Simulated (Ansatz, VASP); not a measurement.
Be2H3 in VASP and in Ansatz

```
CELL_PARAMETERS angstrom
2.80508 0.00000 0.00000
0.00000 2.80508 0.00000
0.00000 0.00000 4.17640
ATOMIC_POSITIONS crystal
Be 0.50000 0.50000 0.00000
Be 0.00000 0.00000 0.00000
H 0.50000 0.50000 0.50000
H 0.00000 0.00000 0.66613
H 0.00000 0.00000 0.33387
```

Alike in both runs: task relaxation of cell and atoms; functional PBE; k mesh 6 × 6 × 4; occupations gaussian, width 0.1 eV; no spin polarisation.

|  | VASP | Ansatz |
| --- | --- | --- |
| version | VASP 6.6.1 | Ansatz 0.2.0 |
| potentials or method | VASP PAW PBE potentials, release 64 (Be, H) | scalar-relativistic, plane waves, PAW |
| plane-wave cutoff (eV) | 600 | 420 |
| valence electrons in the cell | 7 | 7 |

|  | VASP | Ansatz | Ansatz less VASP |
| --- | --- | --- | --- |
| gap on the k mesh at the Fermi level, each at its own relaxed structure (eV) | none | none | - |
| relaxed volume (Å³/atom) | 7.23 | 7.20 | -0.038 |
| relaxed cell length with the largest relative difference (Å) | 3.107 | 3.096 | -0.0111 |
| energy change over the relaxation (meV/atom) | -222 | -222 | +0.1 |

A gap of «none» marks a metal or a gap that the smearing closes.

Caveats: the k mesh is coarse (spacing up to 0.38 Å⁻¹), so the values aren't converged.
